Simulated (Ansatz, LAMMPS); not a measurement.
# Site preference of a vacancy of O in amorphous Al2O3 at 2.62 g/cm^3 (90 atoms), part 3 of 3

Aim: make a vacancy of O at several sites of amorphous Al2O3 at 2.62 g/cm^3 (90 atoms), relax each, and compare their energies.

Ansatz 0.2.0; Kohn-Sham DFT, PBE, PAW (set soft_2), plane waves.

The cell: 36 Al and 54 O. The quench rate of 50 K/ps is many orders above laboratory rates. The starting topology of bonds comes from the classical model. Sampling is at Γ alone, for a cell whose shortest periodic width is 11 Å.

So far. Step 7 (Vacancy of O, site O76): The relaxation converged after 7 steps, 0.183 eV below its start, with a largest force component of 0.038 eV/Å.

### 8. Vacancy of O, site O73

The site has 3 bonded neighbours (Al3) at 1.82 Å on average. 

input.yaml

```yaml
crystal:
  lattice:
    - [10.5128, 0.0, 0.0]
    - [0.0, 10.5128, 0.0]
    - [0.0, 0.0, 10.5128]
  atoms:
    [... atom lines 1 to 69 left out ...]
    - { symbol: O, position: [0.32853, 0.53828, 0.48337] }
    - { symbol: O, position: [0.53006, 0.94767, 0.74978] }
    - { symbol: O, position: [0.97218, 0.45288, 0.3609] }
    - { symbol: O, position: [0.54426, 0.06914, 0.98506] }
    - { symbol: O, position: [0.43365, 0.31632, 0.35913] }
    - { symbol: O, position: [0.84229, 0.67775, 0.49345] }
    - { symbol: O, position: [0.75484, 0.8724, 0.62791] }
    [... atom lines 77 to 89 left out ...]
kpoints:
  mp_grid: { grid: [1, 1, 1] }
hamiltonian:
  xc: pbe
scf:
  occupations: { method: fermi_dirac, width: 0.025 }
output:
  forces: true
  eigenvalues: true
relax:
  f_tol: 0.05
  max_steps: 90
```

Command:

```console
ansatz run input.yaml --threads 4 --pin off --max-ram 8192MiB --backend cpu --events-out ev --progress --plain --runs-dir out
```

Numbers of over 12 decimals in the logs are rounded to 6 here.

The log of the run:

```text
[...]
Crystal: 89 atoms, lattice volume = 1161.864 Å³
Basis set: ecut = 420 eV, 22743 PW (Γ), exchange–correlation on 144×144×144 points (8 copies of the dense FFT grid, shifted against one another)
Bands: 302, of which v1, the nominal top of the filled ones, is band 213 counted from 1 (212 counted from 0)
Symmetry: 1 space group operations
[...]
k-points: 1
[...]
SCF iter   1: F=—  HF=-49541.695388 eV  |F-HF|=—  |Δ(HF+E_count)|=         —  Δρ=2.76e-3  dr2=1.99e-1  ethr=1.77e-3  ⟨swp⟩=6.0  Hψ=1354  notcnv=0  defer=40
[...]
SCF iter   5: F=—  HF=-49541.655831 eV  |F-HF|=—  |Δ(HF+E_count)|=   1.14e-5  Δρ=1.81e-4  dr2=3.06e-4  ethr=2.44e-7  ⟨swp⟩=2.0  Hψ=391  notcnv=0  defer=80
SCF iter   6: F=-49541.655785 eV  HF=-49541.655780 eV  |F-HF|=5.89e-6  |Δ(HF+E_count)|=   5.10e-5  Δρ=3.93e-5  dr2=1.92e-5  ethr=1.47e-8  ⟨swp⟩=13.0  Hψ=1820  notcnv=0
SCF 1 converged in 6 iterations: F = -49541.655785 eV  dr2 = 1.92e-5
[...]
relax step   1: F+E_penalty+E_count = -49541.65578542 eV  Δ(F+E_penalty+E_count) = +0.000e0 eV  max|allowed force component| = 7.869e-1 eV/Å  Δτ_max = 0.0000 Å  (6 SCF iters, dr2 threshold 6.25e-5 eV, accepted)
[...]
relax step   2: F+E_penalty+E_count = -49541.77302722 eV  Δ(F+E_penalty+E_count) = -1.172e-1 eV  max|allowed force component| = 4.577e-1 eV/Å  Δτ_max = 0.0966 Å  (5 SCF iters, dr2 threshold 3.87e-5 eV, accepted)
[...]
relax step   3: F+E_penalty+E_count = -49541.83896336 eV  Δ(F+E_penalty+E_count) = -6.594e-2 eV  max|allowed force component| = 2.295e-1 eV/Å  Δτ_max = 0.0983 Å  (6 SCF iters, dr2 threshold 1.31e-5 eV, accepted)
relax step   4: F+E_penalty+E_count = -49541.75415483 eV  Δ(F+E_penalty+E_count) = +8.481e-2 eV  max|allowed force component| = 4.954e-1 eV/Å  Δτ_max = 0.2000 Å  (7 SCF iters, dr2 threshold 1.32e-5 eV, rejected (line search))
relax step   5: F+E_penalty+E_count = -49541.87384558 eV  Δ(F+E_penalty+E_count) = -3.488e-2 eV  max|allowed force component| = 1.548e-1 eV/Å  Δτ_max = 0.0968 Å  (10 SCF iters, accepted)
relax step   6: F+E_penalty+E_count = -49541.87462847 eV  Δ(F+E_penalty+E_count) = -7.829e-4 eV  max|allowed force component| = 3.168e-1 eV/Å  Δτ_max = 0.1000 Å  (7 SCF iters, dr2 threshold 6.02e-6 eV, accepted)
relax step   7: F+E_penalty+E_count = -49541.89455373 eV  Δ(F+E_penalty+E_count) = -1.993e-2 eV  max|allowed force component| = 1.460e-1 eV/Å  Δτ_max = 0.0456 Å  (5 SCF iters, dr2 threshold 4.57e-5 eV, accepted)
relax step   8: F+E_penalty+E_count = -49541.73200339 eV  Δ(F+E_penalty+E_count) = +1.626e-1 eV  max|allowed force component| = 1.173e0 eV/Å  Δτ_max = 0.2000 Å  (7 SCF iters, dr2 threshold 4.53e-6 eV, rejected (line search))
relax step   9: F+E_penalty+E_count = -49541.89442878 eV  Δ(F+E_penalty+E_count) = +1.249e-4 eV  max|allowed force component| = 1.871e-1 eV/Å  Δτ_max = 0.0836 Å  (9 SCF iters, rejected (line search))
relax step  10: F+E_penalty+E_count = -49541.89456292 eV  Δ(F+E_penalty+E_count) = -9.190e-6 eV  max|allowed force component| = 1.471e-1 eV/Å  Δτ_max = 0.0000 Å  (9 SCF iters, accepted)
relax step  11: F+E_penalty+E_count = -49541.89438616 eV  Δ(F+E_penalty+E_count) = +1.768e-4 eV  max|allowed force component| = 1.878e-1 eV/Å  Δτ_max = 0.0836 Å  (7 SCF iters, dr2 threshold 4.60e-6 eV, rejected (line search))
relax step  12: F+E_penalty+E_count = -49541.90236560 eV  Δ(F+E_penalty+E_count) = -7.803e-3 eV  max|allowed force component| = 6.121e-2 eV/Å  Δτ_max = 0.0288 Å  (8 SCF iters, accepted)
[...]
relax step  13: F+E_penalty+E_count = -49541.90378069 eV  Δ(F+E_penalty+E_count) = -1.415e-3 eV  max|allowed force component| = 2.537e-2 eV/Å  Δτ_max = 0.0151 Å  (7 SCF iters, accepted)
SCF converged after 7 iterations
Free energy (F): -49541.903781 eV
[...]
Internal energy: -49541.903781 eV  (E = F + TS)
E sigma→0 (E₀):  -49541.903781 eV
Fermi energy:    5.926369 eV
[...]
Σ components = -49541.903781   (vs F -49541.903781, Δ=0.00e0)
--- Forces (eV/Å), atoms counted from 1 ---
  atom   1  Al     0.00018807    -0.00258063    -0.00331757
  atom   2  Al     0.00787647    -0.00254811     0.00830443
  atom   3  Al    -0.00355728     0.00294217    -0.00700548
  atom   4  Al    -0.00214561    -0.00002024     0.00933392
[...]
atom  89  O      0.00248334     0.00203060     0.01038612
  max |Σ_I F_I| component: 7.85e-5 eV/Å
--- Band table (eV) ---
[...]
--- Relaxed structure (13 steps of the walk, 9 accepted, 0 SCFs on fresh bases) ---
  F+E_penalty+E_count = -49541.90378069 eV   max|allowed force component| = 2.537e-2 eV/Å
  atoms:
    - { symbol: Al, position: [0.225797, 0.527350, 0.628661] }
    - { symbol: Al, position: [0.414666, 0.883911, 0.382928] }
    - { symbol: Al, position: [0.663067, 0.559797, 0.257743] }
    - { symbol: Al, position: [0.470850, 0.442720, 0.468588] }
[...]
- { symbol: O, position: [0.533016, 0.561483, 0.150130] }
```

It took 54 s on 4 threads of AMD EPYC 9B45 (Zen 5), shared host; peak memory 1.3 GiB.

The relaxation converged after 13 steps, 0.248 eV below its start, with a largest force component of 0.025 eV/Å.

### 9. Vacancy of O, site O50

The site has 3 bonded neighbours (Al3) at 1.83 Å on average. 

Input and log are left out; they have the form of those shown for this kind of step.

The job ended after 35 s (4 threads of AMD EPYC 9B45 (Zen 5), shared host; peak memory 1.3 GiB; 2.1 min of CPU time).

The relaxation converged after 9 steps, 0.106 eV below its start, with a largest force component of 0.025 eV/Å.

The surroundings of the place of the removed atom, after relaxation: 11 atoms, nearest first, with positions taken from that point. Atoms keep their numbers of the cell before the removal, where the removed atom was number 50.

```csv
atom,x,y,z,distance (Å),bonds
Al6,-1.54,0.47,0.37,1.65,3
Al24,1.31,-0.50,1.01,1.72,3
Al2,0.98,-0.17,-1.63,1.91,3
O54,2.35,-0.66,-0.54,2.50,3
O66,-2.36,1.19,-0.94,2.80,2
O83,1.02,-2.10,1.59,2.83,2
O59,1.18,1.44,-2.15,2.84,2
O49,-2.62,-1.02,0.68,2.89,3
O40,-1.64,1.69,1.86,3.00,3
O71,2.16,0.52,2.25,3.16,3
O42,0.60,-1.62,-2.69,3.20,3
```

The column of bonds counts only the pairs O-Al within 2.27 Å; other neighbours, such as metal atoms beside each other in a compound, aren't counted, and periodic images can show an atom twice.

The largest move is 0.20 Å, by O66.

### 10. Vacancy of O, site O53

The site has 2 bonded neighbours (Al2) at 1.69 Å on average. 

Input and log are left out; they have the form of those shown for this kind of step.

Wall time 28 s (4 threads of AMD EPYC 9B45 (Zen 5), shared host); peak memory 1.3 GiB; 1.7 min of CPU time.

The relaxation converged after 7 steps, 0.591 eV below its start, with a largest force component of 0.024 eV/Å.

### 11. Vacancy of O, site O68

The site has 3 bonded neighbours (Al3) at 1.82 Å on average. 

Input and log are left out; they have the form of those shown for this kind of step.

Elapsed: 28 s, on 4 threads of AMD EPYC 9B45 (Zen 5), shared host; peak memory 1.3 GiB.

The relaxation converged after 7 steps, 0.148 eV below its start, with a largest force component of 0.020 eV/Å.

The surroundings of the place of the removed atom, after relaxation: 12 atoms, nearest first, with positions taken from that point. Atoms keep their numbers of the cell before the removal, where the removed atom was number 68.

```csv
atom,x,y,z,distance (Å),bonds
Al5,-0.62,1.50,-0.27,1.64,3
Al12,1.70,0.13,-0.47,1.76,3
Al23,-1.27,-1.37,0.16,1.87,3
O72,1.68,0.60,-2.11,2.76,2
O51,-1.96,1.25,-1.50,2.77,3
O81,-1.26,2.20,1.21,2.81,3
O43,2.50,-1.42,-0.13,2.87,3
O58,-0.88,-2.42,1.43,2.95,2
O60,-2.90,-0.47,0.41,2.97,3
O82,-1.50,-2.34,-1.28,3.06,3
O80,2.69,1.51,0.14,3.09,3
O76,0.39,2.98,-0.74,3.09,3
```

The column of bonds counts only the pairs O-Al within 2.38 Å; other neighbours, such as metal atoms beside each other in a compound, aren't counted, and periodic images can show an atom twice.

The largest move is 0.15 Å, by Al5.

### 12. Vacancy of O, site O56

The site has 3 bonded neighbours (Al3) at 1.84 Å on average. 

Input and log are left out; they have the form of those shown for this kind of step.

The job ended after 70 s (4 threads of AMD EPYC 9B45 (Zen 5), shared host; peak memory 1.3 GiB).

The relaxation converged after 18 steps, 0.885 eV below its start, with a largest force component of 0.036 eV/Å.

### 13. Vacancy of O, site O87

The site has 3 bonded neighbours (Al3) at 1.83 Å on average. 

input.yaml, the sections that differ from step 8:

```yaml
crystal:
  lattice:
    - [10.5128, 0.0, 0.0]
    - [0.0, 10.5128, 0.0]
    - [0.0, 0.0, 10.5128]
  atoms:
    [... atom lines 1 to 83 left out ...]
    - { symbol: O, position: [0.05943, 0.28533, 0.83016] }
    - { symbol: O, position: [0.00163, 0.06075, 0.95295] }
    - { symbol: O, position: [0.39839, 0.2582, 0.86712] }
    - { symbol: O, position: [0.24267, 0.48574, 0.23352] }
    - { symbol: O, position: [0.36983, 0.27606, 0.10557] }
    - { symbol: O, position: [0.5338, 0.56572, 0.14938] }
# kpoints, hamiltonian, scf, output, relax: as in step 8
```

The log of the run:

```text
[...]
Crystal: 89 atoms, lattice volume = 1161.864 Å³
Basis set: ecut = 420 eV, 22743 PW (Γ), exchange–correlation on 144×144×144 points (8 copies of the dense FFT grid, shifted against one another)
Bands: 302, of which v1, the nominal top of the filled ones, is band 213 counted from 1 (212 counted from 0)
Symmetry: 1 space group operations
[...]
k-points: 1
[...]
SCF iter   1: F=—  HF=-49541.446585 eV  |F-HF|=—  |Δ(HF+E_count)|=         —  Δρ=2.61e-3  dr2=1.53e-1  ethr=1.77e-3  ⟨swp⟩=6.0  Hψ=1355  notcnv=0  defer=39
[...]
SCF iter   5: F=—  HF=-49541.420517 eV  |F-HF|=—  |Δ(HF+E_count)|=   9.92e-6  Δρ=1.73e-4  dr2=2.83e-4  ethr=1.75e-7  ⟨swp⟩=2.0  Hψ=399  notcnv=0  defer=81
SCF iter   6: F=-49541.420481 eV  HF=-49541.420474 eV  |F-HF|=6.83e-6  |Δ(HF+E_count)|=   4.31e-5  Δρ=3.27e-5  dr2=1.44e-5  ethr=1.47e-8  ⟨swp⟩=14.0  Hψ=1768  notcnv=0
SCF 1 converged in 6 iterations: F = -49541.420481 eV  dr2 = 1.44e-5
[...]
relax step   1: F+E_penalty+E_count = -49541.42048116 eV  Δ(F+E_penalty+E_count) = +0.000e0 eV  max|allowed force component| = 7.271e-1 eV/Å  Δτ_max = 0.0000 Å  (6 SCF iters, dr2 threshold 6.25e-5 eV, accepted)
[...]
relax step   2: F+E_penalty+E_count = -49541.55244591 eV  Δ(F+E_penalty+E_count) = -1.320e-1 eV  max|allowed force component| = 1.839e-1 eV/Å  Δτ_max = 0.1423 Å  (6 SCF iters, dr2 threshold 3.30e-5 eV, accepted)
[...]
relax step   3: F+E_penalty+E_count = -49541.57522980 eV  Δ(F+E_penalty+E_count) = -2.278e-2 eV  max|allowed force component| = 1.073e-1 eV/Å  Δτ_max = 0.0509 Å  (8 SCF iters, accepted)
relax step   4: F+E_penalty+E_count = -49541.58493680 eV  Δ(F+E_penalty+E_count) = -9.707e-3 eV  max|allowed force component| = 6.321e-2 eV/Å  Δτ_max = 0.0321 Å  (7 SCF iters, accepted)
relax step   5: F+E_penalty+E_count = -49541.57615723 eV  Δ(F+E_penalty+E_count) = +8.780e-3 eV  max|allowed force component| = 2.655e-1 eV/Å  Δτ_max = 0.0705 Å  (8 SCF iters, rejected (line search))
[...]
relax step   6: F+E_penalty+E_count = -49541.58787422 eV  Δ(F+E_penalty+E_count) = -2.937e-3 eV  max|allowed force component| = 1.976e-2 eV/Å  Δτ_max = 0.0341 Å  (8 SCF iters, accepted)
SCF converged after 8 iterations
Free energy (F): -49541.587874 eV
[...]
Internal energy: -49541.587874 eV  (E = F + TS)
E sigma→0 (E₀):  -49541.587874 eV
Fermi energy:    5.658922 eV
[...]
Σ components = -49541.587874   (vs F -49541.587874, Δ=0.00e0)
--- Forces (eV/Å), atoms counted from 1 ---
  atom   1  Al     0.00762041    -0.00306076     0.00282490
  atom   2  Al     0.00125671    -0.00146366    -0.00147868
  atom   3  Al     0.00279684    -0.00094596    -0.00372512
  atom   4  Al     0.00066445    -0.00359285    -0.00379001
[...]
atom  89  O      0.00727335    -0.00858228    -0.00463708
  max |Σ_I F_I| component: 7.32e-5 eV/Å
--- Band table (eV) ---
[...]
--- Relaxed structure (6 steps of the walk, 5 accepted, 0 SCFs on fresh bases) ---
  F+E_penalty+E_count = -49541.58787422 eV   max|allowed force component| = 1.976e-2 eV/Å
  atoms:
    - { symbol: Al, position: [0.222378, 0.522591, 0.627271] }
    - { symbol: Al, position: [0.416025, 0.885130, 0.386392] }
    - { symbol: Al, position: [0.661192, 0.560104, 0.253463] }
    - { symbol: Al, position: [0.470036, 0.439851, 0.466514] }
[...]
- { symbol: O, position: [0.528688, 0.565399, 0.150042] }
```

Wall time 23 s (4 threads); peak memory 1.3 GiB; 83 s of CPU time.

The relaxation converged after 6 steps, 0.167 eV below its start, with a largest force component of 0.020 eV/Å.

### 14. The sites compared

All these cells hold the same atoms, so their energies can be compared with no chemical potential.

```csv
site,neighbours,mean distance (Å),atoms within 6 Å,energy over the best site (eV),before relaxation (eV),gain on relaxing (eV)
O72,Al2,1.71,68,0.00,0.00,0.53
O53,Al2,1.69,63,0.17,0.24,0.59
O56,Al3,1.84,72,0.23,0.58,0.88
O55,Al4,1.97,66,0.68,0.62,0.46
O73,Al3,1.82,68,0.80,0.52,0.25
O76,Al3,1.87,76,1.05,0.71,0.18
O87,Al3,1.83,73,1.12,0.76,0.17
O68,Al3,1.82,69,1.30,0.92,0.15
O50,Al3,1.83,71,1.37,0.95,0.11
```

Neighbours are those of the relaxed host within 2.33 Å (O-Al); other pairs aren't counted.

### 15. Findings

The cheapest site is O72 (2 neighbours, Al2); the dearest, O50 (3 neighbours, Al3), costs 1.4 eV more. By coordination the energies over the best site are 0.00 to 0.17 eV with 2 neighbours, 0.23 to 1.37 eV with 3 neighbours and 0.68 eV with 4 neighbours. Relaxation gains 0.11 to 0.88 eV and leaves the best site the same.

**Limits.** Defects are neutral and interact with their images. The defect cells ran without spin polarisation, so cut bonds can't carry moments. In a disordered cell the relaxation can also rearrange atoms far from the site. Only 9 of the 54 O sites were tried; unless symmetry makes the others alike to these, a cheaper one may exist. The pressure of -2.5 GPa says that the cell would shrink at this level of theory.

The DFT runs together took 6.1 min of wall time.

[Logs are printed without paths, hosts, clocks, repeated set-up lines and the standing remarks that a program may print on its own settings, such as how far it seeks lower states.]

[Hosts, paths, dates, database ids (printed as entryN), source tags and the programs' standing remarks are cut or masked in the printed files.]
